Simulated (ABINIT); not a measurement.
**A GW chain in ABINIT: KBr (Fm-3m)**

Wanted: ground state, empty states, screening and self-energy for KBr (Fm-3m).

Program: ABINIT 10.8.3. Level of theory: PBE and many-body steps on it, plane waves. Results are calculated unless marked as measured.

**1. The starting structure**

Symmetry: Fm-3m, No. 225, cubic system. Conventional cell: a = 6.600 Å, b = 6.600 Å, c = 6.600 Å, α = 90.00°, β = 90.00°, γ = 90.00°. Nearest to K lie 6 Br at 3.30 Å. Br has 6 K at 3.30 Å nearest. Farther neighbours and most contacts between anions are not listed.

The cell and positions come from the Crystallography Open Database and are kept as given unless a step says otherwise.

**2. Ground state**

This step: ABINIT 10.8.3; DFT, PBE with spin-orbit coupling, plane waves, norm-conserving pseudopotentials.

The ground-state density comes first.

Input file run.abi:

```
acell 3*1.0 Angstrom
rprim 
  0.000000000000 3.300000000000 3.300000000000
  3.300000000000 0.000000000000 3.300000000000
  3.300000000000 3.300000000000 0.000000000000
ntypat 2
znucl 19 35
natom 2
typat 1 2
xred 
  0.000000000000 0.000000000000 0.000000000000
  0.500000000000 0.500000000000 0.500000000000
pp_dirpath "pseudos"
pseudos "K.upf, Br.upf"
ecut 33
nspinor 2
ngkpt 4 4 4
nshiftk 1
shiftk 0 0 0
kptopt 1
chksymbreak 0
nband 26
occopt 1
tolvrs 1e-10
nstep 60
prtwf 0
optforces 0
optstress 0
indata_prefix "in"
outdata_prefix "out"
tmpdata_prefix "tmp"
```

Command:

```console
OMP_NUM_THREADS=1 mpirun -n 4 abinit run.abi > log
```

Numbers of over 12 decimals in the logs are rounded to 6 here.

The log of the run:

```text
.Version 10.8.3 of ABINIT. v10.8.2 released Aug 2026.

 Symmetries : space group Fm -3 m (#225); Bravais cF (face-center cubic)
================================================================================
 Values of the parameters that define the memory need of the present run
     intxc =       0    ionmov =       0      iscf =       7    lmnmax =      16
     lnmax =      16     mgfft =      48  mpssoang =       5    mqgrid =    3001
     natom =       2  nloc_mem =       1    nspden =       1   nspinor =       2
    nsppol =       1      nsym =      48    n1xccc =    2501    ntypat =       2
    occopt =       1   xclevel =       2
-    mband =          26        mffmem =           1         mkmem =           2
       mpw =        4477          nfft =      110592          nkpt =           8
================================================================================
  Rough estimation (10% accuracy) of disk space for files :
================================================================================

--------------------------------------------------------------------------------
------------- Echo of variables that govern the present computation ------------
--------------------------------------------------------------------------------
 -outvars: echo values of preprocessed input variables --------
            acell      1.8897261259E+00  1.8897261259E+00  1.8897261259E+00 Bohr

      chksymbreak           0
             ecut      3.30000000E+01 Hartree
-          fftalg         312

              ixc     -101130
              kpt      0.00000000E+00  0.00000000E+00  0.00000000E+00
                       2.50000000E-01  0.00000000E+00  0.00000000E+00
                       5.00000000E-01  0.00000000E+00  0.00000000E+00
                       2.50000000E-01  2.50000000E-01  0.00000000E+00
                       5.00000000E-01  2.50000000E-01  0.00000000E+00
                      -2.50000000E-01  2.50000000E-01  0.00000000E+00
                       5.00000000E-01  5.00000000E-01  0.00000000E+00
                      -2.50000000E-01  5.00000000E-01  2.50000000E-01
         kptrlatt        4    0    0      0    4    0      0    0    4
          kptrlen      3.52766874E+01
P           mkmem           2
            natom           2
            nband          26
            ngfft          48      48      48
             nkpt           8
          nspinor           2
            nstep          60
             nsym          48
           ntypat           2
              occ      1.000000  1.000000  1.000000  1.000000  1.000000  1.000000
                       1.000000  1.000000  1.000000  1.000000  1.000000  1.000000
                       1.000000  1.000000  1.000000  1.000000  0.000000  0.000000
                       0.000000  0.000000  0.000000  0.000000  0.000000  0.000000
                       0.000000  0.000000
        optforces           0
        optstress           0
            prtwf           0
            rprim      0.0000000000E+00  3.3000000000E+00  3.3000000000E+00
                       3.3000000000E+00  0.0000000000E+00  3.3000000000E+00
                       3.3000000000E+00  3.3000000000E+00  0.0000000000E+00
          spgroup         225

           tolvrs      1.00000000E-10

             xred      0.0000000000E+00  0.0000000000E+00  0.0000000000E+00
                       5.0000000000E-01  5.0000000000E-01  5.0000000000E-01
            znucl       19.00000   35.00000

================================================================================

 chkinp: Checking input parameters for consistency.

================================================================================
== DATASET  1 ==================================================================
-   mpi_nproc: 4, omp_nthreads: 1 (-1 if OMP is not activated)

--- !DatasetInfo
iteration_state: {dtset: 1, }
dimensions: {natom: 2, nkpt: 8, mband: 26, nsppol: 1, nspinor: 2, nspden: 1, mpw: 4477, }
cutoff_energies: {ecut:  33.0, pawecutdg:  -1.0, }
electrons: {nelect:   1.60000000E+01, charge:   0.00000000E+00, occopt:   1.00000000E+00, tsmear:   1.00000000E-02, }

 Real(R)+Recip(G) space primitive vectors, cartesian coordinates (Bohr,Bohr^-1):
 R(1)=  0.0000000  6.2360962  6.2360962  G(1)= -0.0801784  0.0801784  0.0801784
 R(2)=  6.2360962  0.0000000  6.2360962  G(2)=  0.0801784 -0.0801784  0.0801784
 R(3)=  6.2360962  6.2360962  0.0000000  G(3)=  0.0801784  0.0801784 -0.0801784
 Unit cell volume ucvol=  4.8502979E+02 bohr^3
 Angles (23,13,12)=  6.00000000E+01  6.00000000E+01  6.00000000E+01 degrees

 getcut: wavevector=  0.0000  0.0000  0.0000  ngfft=  48  48  48
         ecut(hartree)=     33.000   => boxcut(ratio)=   2.10471

--- Pseudopotential description ------------------------------------------------
- K Generated using ONCVPSP code by D. R. Hamann
- 19.00000   9.00000  180418                  znucl, zion, pspdat
12 -101130 2 -1 2222                          pspcod,pspxc,lmax,lloc,mmax
     nproj     2     3     2     0
     spin-orbit psp
        nprojso     3     4     0
  pspatm : epsatm=    8.42858871
         --- l  ekb(1:nproj) -->
             0    0.806288   10.869902
             1    4.378793    0.553430    0.000047
             2   -3.405517   -1.029007
  spin-orbit 1    0.035097   -0.028470    0.003405
  spin-orbit 2    0.002517    0.000596   -0.000210   -0.000061
 pspatm: atomic psp has been read  and splines computed

- Br Generated using ONCVPSP code by D. R. Hamann
- 35.00000   7.00000  180423                  znucl, zion, pspdat
12 -101130 2 -1 1110                          pspcod,pspxc,lmax,lloc,mmax
     nproj     2     3     3     0
     spin-orbit psp
        nprojso     4     4     0
  pspatm : epsatm=   11.65225461
         --- l  ekb(1:nproj) -->
             0    0.878030    8.455347
             1    5.296960    0.884184    0.010490
             2    2.601663    0.386433    0.000588
  spin-orbit 1    0.408712   -0.253934    0.061012   -0.000372
  spin-orbit 2    0.108928   -0.011508    0.005488   -0.000068
 pspatm: atomic psp has been read  and splines computed

   3.21293493E+02                                ecore*ucvol(ha*bohr**3)
--------------------------------------------------------------------------------

_setup2: Arith. and geom. avg. npw (full set) are    4386.516    4386.488

================================================================================

--- !BeginCycle
iteration_state: {dtset: 1, }
solver: {iscf: 7, nstep: 60, nline: 4, wfoptalg: 0, }
tolerances: {tolvrs: 1.00E-10, }

     iter   Etot(hartree)      deltaE(h)  residm     vres2
 ETOT  1  -45.893710013655    -4.589E+01 2.661E-02 1.166E+02
 ETOT  2  -45.916944849283    -2.323E-02 1.279E-02 5.637E+00
 ETOT  3  -45.917334966534    -3.901E-04 4.354E-03 7.070E-01
 ETOT  4  -45.917346703909    -1.174E-05 1.862E-03 6.477E-02
 ETOT  5  -45.917347875326    -1.171E-06 1.470E-03 2.599E-04
 ETOT  6  -45.917347887723    -1.240E-08 2.075E-03 1.236E-05
 ETOT  7  -45.917347888533    -8.102E-10 1.072E-03 5.895E-07
 ETOT  8  -45.917347888553    -2.017E-11 6.657E-04 6.208E-08
 ETOT  9  -45.917347888558    -4.881E-12 2.768E-04 1.229E-09
 ETOT 10  -45.917347888559    -7.319E-13 2.167E-04 1.379E-11

 At SCF step   10       vres2   =  1.38E-11 < tolvrs=  1.00E-10 =>converged.

--- !ResultsGS
iteration_state: {dtset: 1, }
comment   : Summary of ground state results
lattice_vectors:
- [  0.0000000,   6.2360962,   6.2360962, ]
- [  6.2360962,   0.0000000,   6.2360962, ]
- [  6.2360962,   6.2360962,   0.0000000, ]
lattice_lengths: [   8.81917,    8.81917,    8.81917, ]
lattice_angles: [ 60.000,  60.000,  60.000, ] # degrees, (23, 13, 12)
lattice_volume:   4.8502979E+02
convergence: {deltae: -7.319E-13, res2:  1.379E-11, residm:  2.167E-04, diffor:  0.000E+00, }
etotal    :  -4.59173479E+01
entropy   :   0.00000000E+00
fermie    :   5.63787444E-03
cartesian_stress_tensor: null
pressure_GPa: null
xred      :
- [  0.0000E+00,   0.0000E+00,   0.0000E+00,  K]
- [  5.0000E-01,   5.0000E-01,   5.0000E-01, Br]
cartesian_forces: null
force_length_stats: {min: null, max: null, mean: null, }

 Integrated electronic density in atomic spheres:
 ------------------------------------------------
 Atom  Sphere_radius  Integrated_density
    1        2.00000          6.94457766
    2        2.00000          4.26090112
================================================================================

 ----iterations are completed or convergence reached----

 Mean square residual over all n,k,spin=   38.441E-07; max=  21.671E-05
 reduced coordinates (array xred) for    2 atoms
       0.000000000000      0.000000000000      0.000000000000
       0.500000000000      0.500000000000      0.500000000000
 rms dE/dt=  0.0000E+00; max dE/dt=  0.0000E+00; dE/dt below (all hartree)
    1       0.000000000000      0.000000000000      0.000000000000
    2       0.000000000000      0.000000000000      0.000000000000

 cartesian coordinates (angstrom) at end:
    1      0.000000     0.000000     0.000000
    2      3.300000     3.300000     3.300000
 length scales=  1.889726125908  1.889726125908  1.889726125908 bohr
              =  1.000000000000  1.000000000000  1.000000000000 angstroms
 prteigrs : about to open file out_EIG
 Fermi (or HOMO) energy (hartree) =   0.00564   Average Vxc (hartree)=  -0.27534
 Eigenvalues (hartree) for nkpt=   8  k points:
 kpt#   1, nband= 26, wtk=  0.01563, kpt=  0.0000  0.0000  0.0000 (reduced coord)
  -1.02102   -1.02102   -0.45187   -0.45187   -0.42038   -0.42038   -0.41061   -0.41061
  -0.41061   -0.41061   -0.01254   -0.01254    0.00564    0.00564    0.00564    0.00564
   0.16272    0.16272    0.27915    0.27915    0.27915    0.27915    0.27935    0.27935
   0.30931    0.30931
 prteigrs : prtvol=0 or 1, do not print more k-points.

--- !EnergyTerms
iteration_state     : {dtset: 1, }
comment             : Components of total free energy in Hartree
kinetic             :  1.47097427112133E+01
hartree             :  9.63928031572023E+00
xc                  : -1.16301295328079E+01
Ewald energy        : -2.93989375638298E+01
psp_core            :  6.62420116848652E-01
local_psp           : -3.62918182853333E+01
non_local_psp       :  6.39209434962969E+00
total_energy        : -4.59173478885590E+01
total_energy_eV     : -1.24947468878666E+03
band_energy         : -5.54041744607009E+00

== END DATASET(S) ==============================================================
================================================================================

 -outvars: echo values of variables after computation  --------
           etotal     -4.5917347889E+01
            nband          26
             nkpt           8
          spgroup         225
 [... the other variables as echoed above ...]

 Calculation completed.
```

Run time: 25 s. Hardware: 4 MPI ranks of Arm Neoverse V1, shared host; peak memory 0.4 GiB.

Numbers from this step:

* total energy: -1249.4747 eV
* gap: 4.274 eV
* k of the valence top: 0, 0, 0
* k of the conduction bottom: 0, 0, 0
* least direct gap: 4.274 eV

The gap is direct, at Γ.

**3. Bands along the symmetry lines**

Levels along a band path, at the cheap level, show where the edges lie and whether the meshes to come will hold them.

Input file run.abi:

```
acell 3*1.0 Angstrom
rprim 
  0.000000000000 3.300000000000 3.300000000000
  3.300000000000 0.000000000000 3.300000000000
  3.300000000000 3.300000000000 0.000000000000
ntypat 2
znucl 19 35
natom 2
typat 1 2
xred 
  0.000000000000 0.000000000000 0.000000000000
  0.500000000000 0.500000000000 0.500000000000
pp_dirpath "pseudos"
pseudos "K.upf, Br.upf"
ecut 33
nspinor 2
iscf -2
irdden 1
kptopt 0
nkpt 26
kpt 
  0.00000000 0.00000000 0.00000000
  0.12500000 0.00000000 0.12500000
  0.25000000 0.00000000 0.25000000
  0.37500000 0.00000000 0.37500000
  0.50000000 0.00000000 0.50000000
  0.53125000 0.06250000 0.53125000
  0.56250000 0.12500000 0.56250000
  0.59375000 0.18750000 0.59375000
  0.62500000 0.25000000 0.62500000
  0.37500000 0.37500000 0.75000000
  0.28125000 0.28125000 0.56250000
  0.18750000 0.18750000 0.37500000
  0.09375000 0.09375000 0.18750000
  0.00000000 0.00000000 0.00000000
  0.12500000 0.12500000 0.12500000
  0.25000000 0.25000000 0.25000000
  0.37500000 0.37500000 0.37500000
  0.50000000 0.50000000 0.50000000
  0.50000000 0.43750000 0.56250000
  0.50000000 0.37500000 0.62500000
  0.50000000 0.31250000 0.68750000
  0.50000000 0.25000000 0.75000000
  0.50000000 0.18750000 0.68750000
  0.50000000 0.12500000 0.62500000
  0.50000000 0.06250000 0.56250000
  0.50000000 0.00000000 0.50000000
istwfk *1
nband 32
nbdbuf 6
tolwfr 1e-08
nstep 40
prtwf 0
prtvol 0
indata_prefix "in"
outdata_prefix "out"
tmpdata_prefix "tmp"
```

The log of the run:

```text
.Version 10.8.3 of ABINIT. v10.8.2 released Aug 2026.

 Symmetries : space group Fm -3 m (#225); Bravais cF (face-center cubic)
[... echo of the input left out ...]
== DATASET  1 ==================================================================
-   mpi_nproc: 4, omp_nthreads: 1 (-1 if OMP is not activated)

--- !DatasetInfo
iteration_state: {dtset: 1, }
dimensions: {natom: 2, nkpt: 26, mband: 32, nsppol: 1, nspinor: 2, nspden: 1, mpw: 4477, }
cutoff_energies: {ecut:  33.0, pawecutdg:  -1.0, }
electrons: {nelect:   1.60000000E+01, charge:   0.00000000E+00, occopt:   1.00000000E+00, tsmear:   1.00000000E-02, }

 Real(R)+Recip(G) space primitive vectors, cartesian coordinates (Bohr,Bohr^-1):
 R(1)=  0.0000000  6.2360962  6.2360962  G(1)= -0.0801784  0.0801784  0.0801784
 R(2)=  6.2360962  0.0000000  6.2360962  G(2)=  0.0801784 -0.0801784  0.0801784
 R(3)=  6.2360962  6.2360962  0.0000000  G(3)=  0.0801784  0.0801784 -0.0801784
 Unit cell volume ucvol=  4.8502979E+02 bohr^3
 Angles (23,13,12)=  6.00000000E+01  6.00000000E+01  6.00000000E+01 degrees

 getcut: wavevector=  0.0000  0.0000  0.0000  ngfft=  48  48  48
         ecut(hartree)=     33.000   => boxcut(ratio)=   2.10471

--- Pseudopotential description ------------------------------------------------
- K Generated using ONCVPSP code by D. R. Hamann
- 19.00000   9.00000  180418                  znucl, zion, pspdat
12 -101130 2 -1 2222                          pspcod,pspxc,lmax,lloc,mmax
     nproj     2     3     2     0
     spin-orbit psp
        nprojso     3     4     0
  pspatm : epsatm=    8.42858871
         --- l  ekb(1:nproj) -->
             0    0.806288   10.869902
             1    4.378793    0.553430    0.000047
             2   -3.405517   -1.029007
  spin-orbit 1    0.035097   -0.028470    0.003405
  spin-orbit 2    0.002517    0.000596   -0.000210   -0.000061
 pspatm: atomic psp has been read  and splines computed

- Br Generated using ONCVPSP code by D. R. Hamann
- 35.00000   7.00000  180423                  znucl, zion, pspdat
12 -101130 2 -1 1110                          pspcod,pspxc,lmax,lloc,mmax
     nproj     2     3     3     0
     spin-orbit psp
        nprojso     4     4     0
  pspatm : epsatm=   11.65225461
         --- l  ekb(1:nproj) -->
             0    0.878030    8.455347
             1    5.296960    0.884184    0.010490
             2    2.601663    0.386433    0.000588
  spin-orbit 1    0.408712   -0.253934    0.061012   -0.000372
  spin-orbit 2    0.108928   -0.011508    0.005488   -0.000068
 pspatm: atomic psp has been read  and splines computed

--------------------------------------------------------------------------------

================================================================================
 prteigrs : about to open file out_EIG
 Non-SCF case, kpt    1 (  0.00000  0.00000  0.00000), residuals and eigenvalues=
[...]
5.0732E-01  5.0780E-01
 Non-SCF case, kpt    3 (  0.25000  0.00000  0.25000), residuals and eigenvalues=
[...]
4.6659E-01  4.6733E-01
[...]
Non-SCF case, kpt   25 (  0.50000  0.06250  0.56250), residuals and eigenvalues=
[...]
4.6251E-01  4.6488E-01
 Non-SCF case, kpt   26 (  0.50000  0.00000  0.50000), residuals and eigenvalues=
[...]
2.6438E-01  2.6438E-01  3.4340E-01  3.4340E-01  3.4891E-01  3.4891E-01
  3.5449E-01  3.5449E-01  3.9329E-01  3.9329E-01  3.9346E-01  3.9346E-01
  4.6785E-01  4.6847E-01

--- !ResultsGS
iteration_state: {dtset: 1, }
comment   : Summary of ground state results
lattice_vectors:
- [  0.0000000,   6.2360962,   6.2360962, ]
- [  6.2360962,   0.0000000,   6.2360962, ]
- [  6.2360962,   6.2360962,   0.0000000, ]
lattice_lengths: [   8.81917,    8.81917,    8.81917, ]
lattice_angles: [ 60.000,  60.000,  60.000, ] # degrees, (23, 13, 12)
lattice_volume:   4.8502979E+02
convergence: {deltae:  0.000E+00, res2:  0.000E+00, residm:  9.983E-09, diffor:  0.000E+00, }
etotal    :  -4.59173479E+01
entropy   :   0.00000000E+00
fermie    :   5.63787444E-03
cartesian_stress_tensor: null
pressure_GPa: null
xred      :
- [  0.0000E+00,   0.0000E+00,   0.0000E+00,  K]
- [  5.0000E-01,   5.0000E-01,   5.0000E-01, Br]
cartesian_forces: null
force_length_stats: {min: null, max: null, mean: null, }

 Integrated electronic density in atomic spheres:
 ------------------------------------------------
 Atom  Sphere_radius  Integrated_density
    1        2.00000          6.94457766
    2        2.00000          4.26090112
================================================================================

 ----iterations are completed or convergence reached----

 Mean square residual over all n,k,spin=   59.209E-10; max=  99.832E-10
 reduced coordinates (array xred) for    2 atoms
       0.000000000000      0.000000000000      0.000000000000
       0.500000000000      0.500000000000      0.500000000000

 cartesian coordinates (angstrom) at end:
    1      0.000000     0.000000     0.000000
    2      3.300000     3.300000     3.300000
 length scales=  1.889726125908  1.889726125908  1.889726125908 bohr
              =  1.000000000000  1.000000000000  1.000000000000 angstroms
 prteigrs : about to open file out_EIG
 Eigenvalues (hartree) for nkpt=  26  k points:
 kpt#   1, nband= 32, wtk=  1.00000, kpt=  0.0000  0.0000  0.0000 (reduced coord)
[...]
kpt#   2, nband= 32, wtk=  1.00000, kpt=  0.1250  0.0000  0.1250 (reduced coord)
[...]
kpt#   3, nband= 32, wtk=  1.00000, kpt=  0.2500  0.0000  0.2500 (reduced coord)
[...]
kpt#  25, nband= 32, wtk=  1.00000, kpt=  0.5000  0.0625  0.5625 (reduced coord)
[...]
kpt#  26, nband= 32, wtk=  1.00000, kpt=  0.5000  0.0000  0.5000 (reduced coord)
[...]
0.21534    0.21534    0.26438    0.26438    0.34340    0.34340    0.34891    0.34891
   0.35449    0.35449    0.39329    0.39329    0.39346    0.39346    0.46785    0.46847

== END DATASET(S) ==============================================================
================================================================================

 -outvars: echo values of variables after computation  --------
            nband          32
             nkpt          26
          spgroup         225
 [... the other variables as echoed above ...]

 Calculation completed.
```

Wall time 68 s (4 MPI ranks); peak memory 0.39 GiB.

This step gave:

```
gap                        : 4.274 eV
k of the valence top       : 0, 0, 0
k of the conduction bottom : 0, 0, 0
least direct gap           : 4.274 eV
```

The gap is 4.274 eV, as in the run before at this level.

The electronic bands at the labelled points (eV, zero at the top of the highest filled band; v1 is the highest filled band, c1 the lowest empty one):

```
    point     v4     v3     v2     v1    c1    c2    c3    c4
        Γ   0.00   0.00   0.00   0.00  4.27  4.27  7.44  7.44
  halfway  -0.40  -0.40  -0.17  -0.17  5.74  5.74  6.37  6.37
        X  -0.52  -0.52  -0.30  -0.30  5.71  5.71  7.04  7.04
  halfway  -0.58  -0.58  -0.35  -0.35  5.91  5.91  7.30  7.30
        U  -0.70  -0.70  -0.42  -0.42  6.43  6.43  7.99  7.99
jump to K  -0.70  -0.70  -0.42  -0.42  6.43  6.43  7.99  7.99
  halfway  -0.48  -0.48  -0.26  -0.26  5.99  5.99  7.12  7.12
        Γ   0.00   0.00   0.00   0.00  4.27  4.27  7.44  7.44
  halfway  -0.40  -0.40  -0.18  -0.18  5.53  5.53  7.33  7.33
        L  -0.60  -0.60  -0.35  -0.35  6.43  6.43  8.07  8.07
  halfway  -0.66  -0.66  -0.42  -0.42  6.85  6.85  7.64  7.64
        W  -0.62  -0.62  -0.57  -0.57  7.20  7.20  7.25  7.25
  halfway  -0.60  -0.60  -0.41  -0.41  6.13  6.13  7.50  7.50
        X  -0.52  -0.52  -0.30  -0.30  5.71  5.71  7.04  7.04
```

(Part 1 of 2 ends here.)

[Paths, hosts, dates, memory and timing lines, banners, echoed tables and standing remarks are left out of the program output.]

[Logs are printed without paths, hosts, clocks, repeated set-up lines and the standing remarks that a program may print on its own settings, such as how far it seeks lower states.]

[Runs of the session that timed out or met a known fault of the program may be left out.]

[Hosts, paths, dates, database ids (printed as entryN), source tags and the programs' standing remarks are cut or masked in the printed files.]

[G0W0 gaps are taken among the corrected bands and points alone; a level outside them can change the order at an edge.]

[Where Ansatz stands beside ABINIT at settings called matched, ABINIT's density can come from a denser mesh and the files from another edition; pairs whose starting gaps differed by over 0.03 eV were left out, so agreement reads better than it is.]
